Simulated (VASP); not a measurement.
Crystal: CsSnI3.

```xyz
5
Lattice="6.2057 0.0000 0.0000 0.0000 6.2057 0.0000 0.0000 0.0000 6.2057" Properties=species:S:1:pos:R:3 pbc="T T T"
Cs    0.0000    0.0000    0.0000
I     3.1029    3.1029    0.0000
I     3.1029    0.0000    3.1029
I     0.0000    3.1029    3.1029
Sn    3.1029    3.1029    3.1029
```

* Program: VASP 6.6.1
* Task: relaxation of cell and atoms
* Functional: PBE
* Potentials or basis: VASP PAW PBE potentials, release 54 (Cs_sv, I, Sn_d)
* Cutoff: 600 eV
* k mesh: 4 × 4 × 4
* Occupations: fermi-dirac, width 0.05 eV
* Spin: no spin polarisation

At the start: pressure 0.8 GPa; volume 47.80 Å³/atom.

**Question.** How do energy, volume and symmetry change on relaxing?

**Answer.** Over 3 steps the energy falls by 5.6 meV/atom and the volume is 50.12 Å³/atom (+4.9 %); space group Pm-3m (No. 221, to 0.05 Å).

The path:
| step | energy change (eV) | largest force (eV/Å) | pressure (GPa) | volume (Å³) |
| --- | --- | --- | --- | --- |
| 1 | 0.0000 | 0.0000 | 0.81 | 238.99 |
| 2 | -0.0260 | 0.0000 | 0.20 | 247.42 |
| 3 | -0.0278 | 0.0000 | -0.01 | 250.62 |

Final structure:
```
Cs I Sn
1.0
     6.30479    0.00000    0.00000
     0.00000    6.30479    0.00000
     0.00000    0.00000    6.30479
Cs I Sn
1 3 1
Direct
  0.00000 0.00000 0.00000
  0.50000 0.50000 0.00000
  0.50000 0.00000 0.50000
  0.00000 0.50000 0.50000
  0.50000 0.50000 0.50000
```
